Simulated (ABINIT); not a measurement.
ZrS2:

```
Zr S
1.0
     3.69138    0.00000    0.00000
    -1.84569    3.19683    0.00000
     0.00000    0.00000    6.04108
Zr S
1 2
Direct
  0.00000 0.00000 0.00000
  0.33333 0.66667 0.23791
  0.66667 0.33333 0.76209
```

The cell is a database's computed one.

Base run:

- Program: ABINIT 10.8.3 (patched build)
- Functional: PBE
- Potentials or basis: JTH PAW PBE v2.0
- Cutoff: 544 eV
- k mesh: 6 × 6 × 4
- Occupations: fermi-dirac, width 0.05 eV
- Spin: no spin polarisation

Its results: band gap on the k mesh 1.07 eV, indirect (least direct gap 1.63 eV); pressure 0.4 GPa; largest force 0.025 eV/Å.

Question: The run is repeated on the same cell with these changes: functional from PBE to r2SCAN; cutoff from 544 eV to 653 eV; fine-grid cutoff from 1088.46 eV to 1251.72 eV. What comes out?

Answer: Band gap on the k mesh 1.38 eV, indirect (least direct gap 1.95 eV); pressure 0.0 GPa; largest force 0.052 eV/Å.

Caveats: this functional lacks dispersion, which binds the layers, so the pressure and a relaxed spacing across them are unreliable (some runs); the PAW data sets were made with another functional, which shifts forces and pressure a little (some runs).

A k mesh can miss the band edges.
